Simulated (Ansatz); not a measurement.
Fe, one cell by several methods

```
Fe
1.0
     0.00000    1.94174    1.94545
     1.49844    0.00000    1.94545
     1.49844    1.94174    0.00000
Fe
1
Cartesian
  0.0000 0.0000 0.0000
```

Structure from Materials Project entry mp-1271068 (possibly hypothetical), not relaxed further. The listed cell was then made from it by scaling, straining or moving an atom.

Other magnetic orders may lie lower; this is the state that the run reached.

Levels of theory: DFT, PBE, PAW with Ansatz's default frozen-core files, scalar-relativistic (Ansatz 0.2.0); DFT, PBE, all-electron PAW with datasets made for the crystal, scalar-relativistic (Ansatz 0.2.0); DFT, PBE, all-electron LAPW, scalar-relativistic (Ansatz 0.2.0).

For PAW: a Γ-centred 16×16×16 k mesh, Fermi–Dirac smearing of 0.05 eV, cutoff 420 eV, spin-polarised from start moments Fe 3 μB. The crystal-made all-electron datasets (AE datasets) take a cutoff of 320 eV at this cell. LAPW targets a basis error of 0.5 meV/atom. The Ansatz runs share mesh, smearing and spin set-up. Plane-wave (PAW) pressures include the program's estimate of the Pulay term.

Stress and pressure are positive in compression.

In a metal, gradients converge slowly with the k mesh: the values move by tens of per cent from one mesh to another, at times in sign, so only the comparison on one mesh counts.

```csv
quantity,PAW,AE datasets,LAPW
pressure (GPa),1.54,1.35,1.35
stress xx (GPa),-4.40,-4.64,-4.64
stress yy (GPa),4.65,4.48,4.49
stress zz (GPa),4.36,4.20,4.20
moment of the cell (μB),2.185,2.179,2.179
field gradient Vzz at Fe (10²¹ V/m²),0.78,0.82,–
```

PAW's pressure differs from the LAPW value by +0.19 GPa. Datasets made for the crystal and LAPW share parts of one code, so their agreement isn't an independent check.
